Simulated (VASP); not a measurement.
# Tm (Im-3m) in VASP: reference runs

Reference runs on Tm: the cell as given.

Program: VASP 6.6.1. These are calculated values, not measurements. Logs are shortened: lines on timing, memory, paths and dates and some standing lists are left out, and cuts for length are marked.

## 1. The structure

It takes space group Im-3m (No. 229, cubic). The conventional cell has a = 3.941 Å, b = 3.941 Å, c = 3.941 Å, α = 90.00°, β = 90.00°, γ = 90.00°. Tm (site symmetry m-3m) is surrounded by 8 Tm at 3.41 Å.

This isn't the form of Tm at room conditions, which is hcp.

## 2. Single point, PBE, collinear spin, ferromagnetic start

INCAR reads:

```
PREC     = Accurate       # precision mode
ENCUT    = 520            # plane-wave cutoff, eV
EDIFF    = 1E-7           # SCF threshold, eV
ISMEAR   = -1             # smearing method
SIGMA    = 0.05           # smearing width, eV
LREAL    = F              # projectors in reciprocal space
LASPH    = T              # aspherical terms in the spheres
NELM     = 100            # most SCF steps
ALGO     = Normal         # electronic algorithm
ISIF     = 2              # what is computed and relaxed
LWAVE    = F              # write WAVECAR
LCHARG   = T              # write CHGCAR
ISPIN    = 2              # spin polarisation
MAGMOM   = 2              # initial moments
LORBIT   = 11             # projections on sites
LMAXMIX  = 6              # l up to which the mixer works
GGA      = PE             # functional
LELF     = T              # ELF
LVHAR    = T            
NBANDS   = 22             # bands
```

KPOINTS reads:

```
Automatic mesh
0
Gamma
  10 10 10
```

POSCAR reads:

```
Tm
1.0
   -1.9705499473      1.9705499473      1.9705499473
    1.9705499473     -1.9705499473      1.9705499473
    1.9705499473      1.9705499473     -1.9705499473
Tm
1
Direct
    0.0000000000      0.0000000000      0.0000000000
```

Potentials or basis: VASP PAW PBE potentials, release 64 (Tm).

Launch:

```sh
> cat potpaw_PBE.64/Tm/POTCAR > POTCAR
> mpirun -np 1 vasp_std > vasp.out
```

OUTCAR:

```text
PREC = Accurate
   ENCUT = 520
   EDIFF = 1E-7
   ISMEAR = -1
   LREAL = F
   LASPH = T
   NELM = 100
   ISIF = 2
   ISPIN = 2
   LORBIT = 11
   GGA = PE

 ion  position               nearest neighbor table
   1  0.000  0.000  0.000-

  LATTYP: Found a body centered cubic cell.
 ALAT       =     3.9410998946

  Lattice vectors:

 A1 = (  -1.9705499473,   1.9705499473,   1.9705499473)
 A2 = (   1.9705499473,  -1.9705499473,   1.9705499473)
 A3 = (   1.9705499473,   1.9705499473,  -1.9705499473)

Analysis of symmetry for initial positions (statically):
=====================================================================
 Subroutine PRICEL returns:
 Original cell was already a primitive cell.

 Routine SETGRP: Setting up the symmetry group for a
 body centered cubic supercell.

 Subroutine GETGRP returns: Found 48 space group operations
 (whereof 48 operations were pure point group operations)
 out of a pool of 48 trial point group operations.

The static configuration has the point symmetry O_h .

Analysis of symmetry for dynamics (positions and initial velocities):
=====================================================================
 Subroutine PRICEL returns:
 Original cell was already a primitive cell.

 Routine SETGRP: Setting up the symmetry group for a
 body centered cubic supercell.

 Subroutine GETGRP returns: Found 48 space group operations
 (whereof 48 operations were pure point group operations)
 out of a pool of 48 trial point group operations.

The dynamic configuration has the point symmetry O_h .

Analysis of structural, dynamic, and magnetic symmetry:
=====================================================================
 Subroutine PRICEL returns:
 Original cell was already a primitive cell.

 Routine SETGRP: Setting up the symmetry group for a
 body centered cubic supercell.

 Subroutine GETGRP returns: Found 48 space group operations
 (whereof 48 operations were pure point group operations)
 out of a pool of 48 trial point group operations.

The overall configuration has the point symmetry O_h .

 Subroutine INISYM returns: Found 48 space group operations
 (whereof 48 operations are pure point group operations),
 and found     1 'primitive' translations

----------------------------------------------------------------------------------------

                                     Primitive cell

  volume of cell :      30.6071

  direct lattice vectors                    reciprocal lattice vectors
    -1.970549947  1.970549947  1.970549947     0.000000000  0.253736273  0.253736273
     1.970549947 -1.970549947  1.970549947     0.253736273  0.000000000  0.253736273
     1.970549947  1.970549947 -1.970549947     0.253736273  0.253736273  0.000000000

  length of vectors
     3.413092628  3.413092628  3.413092628     0.358837279  0.358837279  0.358837279

  position of ions in fractional coordinates (direct lattice)
     0.000000000  0.000000000  0.000000000

  ion indices of the primitive-cell ions
   primitive index   ion index
                 1           1

----------------------------------------------------------------------------------------

 KPOINTS: Automatic mesh

Automatic generation of k-mesh.
 Grid dimensions read from file:
 generate k-points for:   10   10   10

 Generating k-lattice:

  Cartesian coordinates                     Fractional coordinates (reciprocal lattice)
     0.000000000  0.025373627  0.025373627     0.100000000  0.000000000  0.000000000
     0.025373627  0.000000000  0.025373627     0.000000000  0.100000000  0.000000000
     0.025373627  0.025373627  0.000000000     0.000000000  0.000000000  0.100000000

  Length of vectors
     0.035883728  0.035883728  0.035883728

  Shift w.r.t. Gamma in fractional coordinates (k-lattice)
     0.000000000  0.000000000  0.000000000

 Subroutine IBZKPT returns following result:
 ===========================================

 Found     47 irreducible k-points:

 Following reciprocal coordinates:
            Coordinates               Weight
  0.000000  0.000000  0.000000      1.000000
  0.100000  0.000000  0.000000     12.000000
  0.200000  0.000000  0.000000     12.000000
  0.300000  0.000000  0.000000     12.000000
  0.400000  0.000000  0.000000     12.000000
  0.500000  0.000000  0.000000      6.000000
[... 16 lines left out ...]
  0.300000  0.300000  0.100000      8.000000
 -0.300000  0.300000  0.100000     24.000000
 [... further k-points ...]
   k-points           NKPTS =     47   k-points in BZ     NKDIM =     47   number of bands    NBANDS=     22
   number of dos      NEDOS =    301   number of ions     NIONS =      1
   total plane-waves  NPLWV =  21952
   dimension x,y,z NGX =    28 NGY =   28 NGZ =   28
   dimension x,y,z NGXF=    56 NGYF=   56 NGZF=   56
   ions per type =               1
   NGX,Y,Z   is equivalent  to a cutoff of  13.64, 13.64, 13.64 a.u.
   NGXF,Y,Z  is equivalent  to a cutoff of  27.28, 27.28, 27.28 a.u.
 SYSTEM =  unknown system
   PREC   = accura    normal or accurate (medium, high low for compatibility)
   ISTART =      0    job   : 0-new  1-cont  2-samecut
   ICHARG =      2    charge: 1-file 2-atom 10-const
   ISPIN  =      2    spin polarized calculation?
   LNONCOLLINEAR =      F non collinear calculations
   LSORBIT =      F    spin-orbit coupling
   LASPH  =      T    aspherical Exc in radial PAW
   ENCUT  =  520.0 eV  38.22 Ry    6.18 a.u.   6.35  6.35  6.35*2*pi/ulx,y,z
   NELM   =    100;   NELMIN=  2; NELMDL= -5     # of ELM steps
   EDIFF  = 0.1E-06   stopping-criterion for ELM
   LREAL  =      F    real-space projection
   EDIFFG = 0.1E-05   stopping-criterion for IOM
   NSW    =      0    number of steps for IOM
   IBRION =     -1    ionic relax: 0-MD 1-quasi-New 2-CG
   NFREE  =      0    steps in history (QN), initial steepest desc. (CG)
   ISIF   =      2    stress and relaxation
   ISYM   =      2    0-nonsym 1-usesym 2-fastsym
   POTIM  = 0.5000    time-step for ionic-motion
   TEBEG  =    0.0;   TEEND  =   0.0 temperature during run
   PSTRESS=    0.0 pullay stress
   NELECT =      23.0000    total number of electrons
   NUPDOWN=      -1.0000    fix difference up-down
   EMIN   =  10.00;   EMAX   =-10.00  energy-range for DOS
   EFERMI =   0.00;   METHOD = LEGACY
   ISMEAR =    -1;   SIGMA  =   0.05  broadening in eV -4-tet -1-fermi 0-gaus
   EFERMI_NEDOS =   21; number of points for ismear=-14 and -15
   IALGO  =     38    algorithm
   IMIX   =      4    mixing-type and parameters
     AMIX     =   0.40;   BMIX     =  1.00
     AMIX_MAG =   1.60;   BMIX_MAG =  1.00
  volume/ion in A,a.u.               =      30.61       206.55
  Fermi-wavevector in a.u.,A,eV,Ry     =   1.488367  2.812606 30.140115  2.215236
  Thomas-Fermi vector in A             =   2.601411
   LORBIT       =     11    0 simple, 1 ext, 2 COOP (PROOUT), +10 PAW based schemes
   GGA     = PE    functional components
   LHFCALC =     F    Hartree Fock is set to
   AEXX    =    0.0000 exact exchange contribution
   IVDW    =     0    specifies the selected vdW correction
   LEPSILON=     F    determine dielectric tensor
   LRPA    =     F    only Hartree local field effects (RPA)
 spin polarized calculation
  energy-cutoff  :      520.00
  volume of cell :       30.61
 maximum number of plane-waves:       856
 NGX is ok and might be reduce to    28
   NGX = 13   NGY = 13   NGZ = 13

 number of electron      22.9999992 magnetization       1.1405630

 Free energy of the ion-electron system (eV)
  ---------------------------------------------------
  ext. energy  EPLUGINS =         0.00000000
  ---------------------------------------------------
  free energy    TOTEN  =        -4.04787606 eV

  energy without entropy =       -3.97357753  energy(sigma->0) =       -4.01072679

 E-fermi :   2.2657     XC(G=0): -10.1987

 val. band max:        2.2641581208   @ k =   0.3000   0.2000   0.2000
 cond. band min:       2.2661286558   @ k =  -0.3000   0.4000   0.1000
 fundamental gap:      0.0019705350
 Fermi energy:         2.2657411453

 spin component 1

 k-point     1 :       0.0000    0.0000    0.0000
  band No.  band energies     occupation
      1     -48.2026      1.00000
      2     -21.1323      1.00000
      3     -21.1323      1.00000
      4     -21.1323      1.00000
      5      -3.0324      1.00000
      6       0.6628      1.00000
[... 14 lines left out ...]
     21      21.6276      0.00000
     22      21.6277      0.00000
[... 552 lines left out ...]
  band No.  band energies     occupation
      1     -48.1703      1.00000
      2     -21.5339      1.00000
      3     -21.2840      1.00000
      4     -21.1804      1.00000
      5      -0.5847      1.00000
      6       0.6780      1.00000
[... 14 lines left out ...]
     21      18.3145      0.00000
     22      18.9345      0.00000

 [... further k-points ...]

 spin component 2

 k-point     1 :       0.0000    0.0000    0.0000
  band No.  band energies     occupation
      1     -47.6647      1.00000
      2     -20.7645      1.00000
      3     -20.7645      1.00000
      4     -20.7645      1.00000
      5      -3.1504      1.00000
      6       1.7810      0.99994
[... 14 lines left out ...]
     21      21.5281      0.00000
     22      21.5281      0.00000
[... 552 lines left out ...]
  band No.  band energies     occupation
      1     -47.6307      1.00000
      2     -21.1869      1.00000
      3     -20.9227      1.00000
      4     -20.8153      1.00000
      5      -0.6828      1.00000
      6       1.6621      0.99999
[... 14 lines left out ...]
     21      18.2432      0.00000
     22      18.8804      0.00000

 [... further k-points ...]

------------------------ aborting loop because EDIFF is reached ----------------------------------------

 total charge

# of ion       s       p       d       f       tot
--------------------------------------------------
    1        2.218   5.945   0.398  12.503  21.064

 magnetization (x)

# of ion       s       p       d       f       tot
--------------------------------------------------
    1        0.004  -0.033  -0.032   1.285   1.224

  FORCE on cell =-STRESS in cart. coord.  units (eV):
  Direction    XX          YY          ZZ          XY          YZ          ZX
  --------------------------------------------------------------------------------------
  -------------------------------------------------------------------------------------
  Total        0.5338783      0.5338783      0.5338783      0.0000000      0.0000000     -0.0000000
  in kB       27.9466987     27.9466987     27.9466987      0.0000000      0.0000000     -0.0000000
  external PRESSURE =      27.9466987 kB  Pullay stress =       0.0000000 kB

 VOLUME and BASIS-vectors are now :
 -----------------------------------------------------------------------------
  energy-cutoff  :      520.00
  volume of cell :       30.61
      direct lattice vectors                 reciprocal lattice vectors
    -1.970549947  1.970549947  1.970549947     0.000000000  0.253736273  0.253736273
     1.970549947 -1.970549947  1.970549947     0.253736273  0.000000000  0.253736273
     1.970549947  1.970549947 -1.970549947     0.253736273  0.253736273  0.000000000

  length of vectors
     3.413092628  3.413092628  3.413092628     0.358837279  0.358837279  0.358837279

 FORCES acting on ions
    electron-ion (+dipol)            ewald-force                    non-local-force                 convergence-correction
 -----------------------------------------------------------------------------------------------
   0.280E-15 -.138E-12 -.656E-13   -.371E-14 0.463E-14 0.657E-14   0.132E-22 0.132E-22 -.132E-22   0.174E-13 -.447E-12 -.150E-12
 -----------------------------------------------------------------------------------------------
   0.280E-15 -.138E-12 -.656E-13   -.371E-14 0.463E-14 0.657E-14   0.132E-22 0.132E-22 -.132E-22   0.174E-13 -.447E-12 -.150E-12

 POSITION                                       TOTAL-FORCE (eV/Angst)
 -----------------------------------------------------------------------------------
      0.00000      0.00000      0.00000        -0.000000      0.000000     -0.000000
 -----------------------------------------------------------------------------------
    total drift:                                0.000000     -0.000000     -0.000000

--------------------------------------------------------------------------------------------------------

  FREE ENERGIE OF THE ION-ELECTRON SYSTEM (eV)
  ---------------------------------------------------
  free  energy   TOTEN  =        -4.0478760588 eV

  energy  without entropy=       -3.9735775286  energy(sigma->0) =       -4.01072679

--------------------------------------------------------------------------------------------------------

--------------------------------------------------------------------------------------------------------

 total charge

# of ion       s       p       d       f       tot
--------------------------------------------------
    1        2.218   5.945   0.398  12.503  21.064

 magnetization (x)

# of ion       s       p       d       f       tot
--------------------------------------------------
    1        0.004  -0.033  -0.032   1.285   1.224

=======================================================================
```

Wall time 89 s (1 thread of Intel Xeon Platinum 8488C (Sapphire Rapids), shared host); peak memory 0.21 GiB.

Results:

```yaml
Free_energy: -4.0479 eV
Pressure: 2.8 GPa
Band_gap_on_the_k_mesh: none (metal or under the smearing width)
Net_moment: 1.14 μB per cell
Site_moments: Tm +1.22 μB
Valence_electrons_inside_the_program's_atomic_spheres: Tm 21.06
```

Levels at points of the mesh, in eV from the Fermi level:
Spin up:
| k point | band 10 | band 11 | band 12 | band 13 | band 14 | band 15 |
| --- | --- | --- | --- | --- | --- | --- |
| (0.00, 0.00, 0.00) | -1.02 | -1.02 | -1.02 | 2.88 | 2.88 | 2.88 |
| (0.50, 0.00, 0.00) | -1.11 | -1.07 | -1.02 | 1.05 | 1.23 | 4.95 |
| (0.50, 0.50, 0.50) | -1.12 | -1.12 | -0.96 | -0.96 | 6.39 | 6.39 |
Spin down:
```tsv
k point	band 8	band 9	band 10	band 11	band 12	band 13	band 14	band 15
(0.00, 0.00, 0.00)	-0.33	-0.33	-0.13	-0.13	-0.13	2.93	2.93	2.93
(0.50, 0.00, 0.00)	-0.42	-0.34	-0.04	-0.04	0.03	1.04	1.20	4.98
(0.50, 0.50, 0.50)	-0.45	-0.45	-0.45	0.09	0.09	0.09	6.34	6.34
```

Caveat: the magnetic or orbital state may not be the lowest; spin-orbit coupling is left out, which moves the levels of the heavy elements. The state reached can hang on the start; a lower one may exist.
